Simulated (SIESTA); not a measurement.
Crystal: PbO.

```xyz
8
Lattice="5.7908 0.0000 0.0000 0.0000 5.9551 0.0000 0.0000 0.0000 5.4517" Properties=species:S:1:pos:R:3 pbc="T T T"
Pb    0.1501    1.6593    1.3765
Pb    3.0455    4.2959    1.3765
Pb    5.6407    4.2959    4.1023
Pb    2.7453    1.6593    4.1023
O     5.1210    3.6655    2.0010
O     2.2256    2.2896    2.0010
O     3.5652    3.6655    4.7269
O     0.6698    2.2896    4.7269
```

Measurements of this composition are mostly on another form, of space group No. 129.

```yaml
Program: SIESTA 5.4.2
Task: single point
Functional: PBEsol
Potentials_or_basis: PseudoDojo 0.4 standard (PBEsol files)
Basis: DZP (energy shift 0.003 Ry; two zetas on semicore shells)
Grid_cutoff: 800 Ry
Energy_shift: 0.003 Ry
k_mesh: 5 × 5 × 5
Occupations: fermi-dirac, width 0.05 eV
Spin: no spin polarisation
```

On this cell: pressure -0.5 GPa; largest force 0.206 eV/Å; band gap on the k mesh 2.15 eV, indirect (least direct gap 2.55 eV).

The same run follows on a disturbed copy (atoms moved at random, drawn with an rms of 0.05 Å):

```
Pb O
1.0
     5.79079    0.00000    0.00000
     0.00000    5.95512    0.00000
     0.00000    0.00000    5.45170
Pb O
4 4
Cartesian
  0.1447 1.6364 1.3839
  3.0765 4.3146 1.3753
  5.6552 4.3181 4.1147
  2.7012 1.6384 4.1193
  5.1293 3.6050 1.9751
  2.2013 2.2820 1.9834
  3.5407 3.6901 4.7362
  0.6721 2.2363 4.7861
```

What changes?

The energy moves by +11.0 meV/atom; pressure -1.0 GPa; largest force 0.973 eV/Å; band gap on the k mesh 2.09 eV, indirect (least direct gap 2.48 eV).

Forces in eV/Å, atoms in the order of the input:
```
Pb  -0.193 -0.569  0.426
Pb  -0.291 -0.166  0.337
Pb  -0.135 -0.654 -0.084
Pb   0.509  0.140 -0.108
O    0.052  0.655  0.373
O    0.325  0.068  0.178
O    0.124 -0.021 -0.417
O   -0.391  0.546 -0.704
```

Stress tensor (GPa, compression positive):
```
-0.41 -0.66 -0.34
-0.66 -1.50  0.20
-0.34  0.20 -1.03
```

Caveats: spin-orbit coupling is left out, which as a rule narrows the gap of such compounds by several tenths of an eV; an odd mesh through Γ misses points on the zone boundary, where band edges often lie; the basis of atomic orbitals isn't converged, which shifts pressures, moduli and gaps.
